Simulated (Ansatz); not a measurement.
A calculation with Ansatz 0.2.0 of Cu (ASE script, structure from a POSCAR):

run.py

```python
import json

import ase.io
import numpy as np

import ansatz as az

atoms = ase.io.read("POSCAR", format="vasp")

calculation = (
    az.Crystal.from_ase(atoms)
    .calculation()
    .kpoints(13, 13, 13)
    .functional("r2scan", dispersion="d4")
    .pseudopotentials(kind="paw", source="jth")
    .hubbard(double_counting="fll")
    .hubbard("Cu", "d", u_eff=4.0)
    .occupations(method="gaussian", width=0.025)
    .xc_energy_on_converged_density(("lda", "pbe", "pbesol", "rpbe", "revpbe", "blyp"))
    .forces()
    .stress()
    .band_table(publish=True)
)
outcome = calculation.run(threads=2, events_out="events.jsonl")

report = outcome.report
for line in open("events.jsonl"):
    event = json.loads(line)
    if event["event"] == "scf_iter":
        d = event["data"]
        print(f"SCF {d['iter']:3d}  HF = {d['harris_foulkes_ev']:.6f} eV  dr2 = {d['dr2_ev']:.2e} eV")
    elif event["event"] in ("relax_step", "md_step"):
        d = event["data"]
        print(f"{event['event']} {d['step']:3d}  E = {d['lagrangian_ev']:.6f} eV")
np.set_printoptions(precision=5, suppress=True, linewidth=110)
print("converged:", report["converged"], "after", report["n_iterations"], "iterations")
print(f"free energy {report['free_energy_ev']:.6f} eV, Fermi level {report['fermi_energy_ev']:.4f} eV")
for key in ("band_edges_ev", "magnetization_mub", "site_moments_mub", "site_moments_nc_mub", "forces_ev_ang",
                "stress_gpa"):
    if report.get(key) is not None:
        print(key, np.array(report[key]), sep="\n")
```

File POSCAR:

```
Cu
1.0
   -1.4427933200      1.4427933200      1.3760814500
    1.4427933200     -1.4427933200      1.3760814500
    1.4427933200      1.4427933200     -1.3760814500
Cu
1
Direct
    0.0000000000      0.0000000000      0.0000000000
```

Potentials or basis: JTH PAW.

Command:

```sh
$ python run.py
```

This isn't the form of Cu at room conditions, which is fcc.

Write the same calculation in another form: native input, structure typed inline.

As run:

input.yaml

```yaml
crystal:
  lattice:
    - [-1.44279332, 1.44279332, 1.37608145]
    - [1.44279332, -1.44279332, 1.37608145]
    - [1.44279332, 1.44279332, -1.37608145]
  atoms:
    - { symbol: Cu, position: [0.0, 0.0, 0.0] }
hamiltonian:
  xc: r2scan
  pseudopotentials: { kind: paw, source: jth }
  dispersion: d4
  hubbard: { sites: [{ species: Cu, l: d, u_eff: 4.0 }], double_counting: fll }
kpoints:
  mp_grid: { grid: [13, 13, 13] }
scf:
  occupations: { method: gaussian, width: 0.025 }
output:
  forces: true
  stress: true
  eigenvalues: true
  xc_energy_on_converged_density: [lda, pbe, pbesol, rpbe, revpbe, blyp]
```

Potentials or basis: JTH PAW.

Run with:

```bash
$ ansatz run input.yaml --threads 2 --pin off --max-ram 5120MiB --backend cpu --events-out ev --progress --plain --runs-dir out
```

Both were run:

|  | ASE script, structure from a POSCAR | native input, structure typed inline |
| --- | --- | --- |
| Pressure | 0.6 GPa | 0.6 GPa |
| Band gap on the k mesh | none (metal or under the smearing width) | none (metal or under the smearing width) |

Keys that steer only the numerical path or the files written may differ.

Caveat: U without spin polarisation on a metal has little footing; pairwise dispersion overbinds metals, which lowers pressure and volume; the U is typed as a test and isn't derived for this compound.
